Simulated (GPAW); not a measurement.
# SnTe in GPAW: the effect of strain hydrostatic

SnTe:

```
CELL_PARAMETERS angstrom
0.00000 3.02482 3.02482
3.02482 0.00000 3.02482
3.02482 3.02482 0.00000
ATOMIC_POSITIONS crystal
Te 0.50000 0.50000 0.50000
Sn 0.00000 0.00000 0.00000
```

Alike in all runs:

* Program: GPAW 26.7.0
* Task: band structure
* Functional: PBEsol
* Potentials or basis: PAW data sets generated in the run's folder for this functional
* Cutoff: 600 eV
* Basis: pw
* k mesh: 7 × 7 × 7
* Occupations: fermi-dirac, width 0.05 eV
* Spin: no spin polarisation
* Maxiter: 150
* Band path: GXWKGLUWLK,UX
* Band points: 80

| strain hydrostatic | pressure (GPa) |
| --- | --- |
| -0.04 | ? |
| -0.02 | 2.4 |
| -0.01 | 0.8 |
| 0 | -0.7 |
| 0.01 | -1.9 |
| 0.02 | -3.0 |
| 0.04 | -4.6 |

Question: What does the run with strain hydrostatic -0.04 give?

Answer: Pressure 6.6 GPa.

Worked out: A parabola through the other rows of the pressure, of slope -208 GPa per unit of strain hydrostatic there, extrapolates to 6.2 GPa, against the run's 6.6.

Caveats: the density grid can change from cell to cell, which puts small steps into energies and stress.
